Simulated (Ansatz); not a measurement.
# Pressure coefficients of TlBr

```yaml
crystal:
  lattice:
    - [3.97000, 0.00000, 0.00000]
    - [0.00000, 3.97000, 0.00000]
    - [0.00000, 0.00000, 3.97000]
  atoms:
    - { symbol: Tl, position: [0.00000, 0.00000, 0.00000] }
    - { symbol: Br, position: [0.50000, 0.50000, 0.50000] }
```

Conventional cell: a = 3.970 Å, b = 3.970 Å, c = 3.970 Å, α = 90.00°, β = 90.00°, γ = 90.00°. Around Tl (atom 1) lie 8 Br at 3.44 Å. Around Br (atom 2) lie 8 Tl at 3.44 Å.

The cell is COD entry 9008793, as deposited and not checked against the literature; nothing was relaxed. It is an old determination, and later ones may differ.

Spin–orbit coupling is left out, though it moves levels of the heavy atoms by tenths of an eV or more.

Level of theory: Ansatz 0.2.0, DFT, PBE, all-electron LAPW, scalar-relativistic.

Settings: a Γ-centred 8×8×8 k mesh, Fermi–Dirac smearing of 0.03 eV, basis error target 1 meV/atom, no spin polarisation.

The cell is scaled evenly with fractional coordinates held. Semilocal gaps are too small, but their slopes carry over better.

| V/V(cell) | P (GPa) | gap on the k mesh (eV) |
| --- | --- | --- |
| 0.9700 | 2.30 | 1.750 |
| 1.0000 | 1.43 | 1.836 |
| 1.0300 | 0.69 | 1.914 |
| 1.0600 | 0.07 | 1.985 |

(1) From the rows at 0.9700 and 1.0300, what is the bulk modulus at the cell's volume?

(2) What are the gap's volume deformation potential and pressure coefficient?

(3) Predict the row at V/V(cell) = 0.9405. How far is a linear estimate of P off?

Answers

(1) B = −ΔP/Δln V = −[(0.69) − (2.30)]/0.06002 = 26.8 GPa. This is the modulus at 1.43 GPa, not at zero pressure.

(2) dEg/dln V = (1.914 − 1.750)/0.06002 = 2.73 eV, and dEg/dP = −(dEg/dln V)/B = -102 meV/GPa: pressure narrows the gap.

(3) P = 3.33 GPa, gap 1.659 eV. The linear estimate P(cell) − B ln(V/V(cell)) = 3.07 GPa misses by 0.26 GPa, since the modulus grows under compression.
